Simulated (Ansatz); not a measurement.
TiSe$_{2}$, DFT, PBEsol, PAW with Ansatz's default frozen-core files, scalar-relativistic (Ansatz 0.2.0), run on 1 thread of Arm Neoverse V2 on a shared host.

The geometry is COD entry 1548816, unchecked; take it as a test cell. The listed cell was then made from it by scaling, straining or moving an atom.

Command: `ansatz run input.yaml --threads 1 --pin off --max-ram 6144MiB --backend cpu --events-out ev --progress --plain --runs-dir out`

```yaml
crystal:
  lattice:
    - [3.4299217524, 0.0, 0.0]
    - [-1.7149608762, 2.9703993706, 0.0]
    - [0.0, 0.0, 6.004]
  atoms:
    - { symbol: Ti, position: [0.0, 0.0, 0.0] }
    - { symbol: Se, position: [0.3333333333, 0.6666666667, 0.2552] }
    - { symbol: Se, position: [0.6666666667, 0.3333333333, 0.7448] }
kpoints:
  mp_grid: { grid: [12, 12, 6] }
scf:
  occupations: { method: fermi_dirac, width: 0.03 }
hamiltonian:
  xc: pbesol
  pseudopotentials: { kind: paw }
output:
  forces: true
  stress: true
  eigenvalues: true
  efg: { contact_densities: true }
```

Task: How large is the problem that the program sets up?

Result: 100 irreducible k-points, 1161 plane waves at Γ, 27 bands.

Task: About how long does it take, and how much memory does it use?

Result: 8.1 s of wall time for 6 SCF iterations, with a peak of 0.46 GiB. Times on shared machines scatter by tens of per cent.

Task: And the same cell and mesh by all-electron PAW (datasets made for this crystal), asked for forces, stress, eigenvalues, efg, on the same hardware?

Result: 22 s, peak memory 0.75 GiB.
